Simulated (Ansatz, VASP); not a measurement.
Two plane-wave programs on C

```xyz
8
Lattice="2.5810 0.0000 0.0000 -1.2905 2.2352 0.0000 0.0000 0.0000 8.5122" Properties=species:S:1:pos:R:3 pbc="T T T"
C     0.0000    0.0000    0.7914
C     0.0000    0.0000    5.0475
C     0.0000    0.0000    3.4647
C     0.0000    0.0000    7.7208
C     0.0000    1.4901    1.3239
C     1.2905    0.7451    5.5800
C     0.0000    1.4901    2.9322
C     1.2905    0.7451    7.1883
```

Change from the starting cell: strain +0.025 along x and y, +0.025 along z, atoms carried along.

Alike in both runs: task single point; functional PBE; k mesh 12 × 12 × 4; occupations gaussian, width 0.05 eV; no spin polarisation.

|  | VASP | Ansatz |
| --- | --- | --- |
| version | VASP 6.6.1 | Ansatz 0.2.0 |
| potentials or method | VASP PAW PBE potentials, release 64 (C) | scalar-relativistic, plane waves, PAW |
| plane-wave cutoff (eV) | 520 | 420 |
| valence electrons in the cell | 32 | 32 |

Ansatz gave:

```
gap on the k mesh at the Fermi level (eV)       : 4.36
least direct gap on the mesh (eV)               : 5.13
pressure (GPa)                                  : -28.0
largest component of the traceless stress (GPa) : 0.11
rms of the force components (eV/Å)              : 0.026
```

**Question.** Which values does VASP return?

**Answer.** gap on the k mesh at the Fermi level (eV): 4.35; least direct gap on the mesh (eV): 5.13; pressure (GPa): -27.6; largest component of the traceless stress (GPa): 0.14; rms of the force components (eV/Å): 0.024.

Atom by atom the forces differ by 0.002 eV/Å (rms over components). With one functional, cell and mesh, what is left measures potentials, basis and numerics.

Caveats: so large a pressure means that the cell lies far from this level's equilibrium, or that cutoff or potentials fall short (VASP).
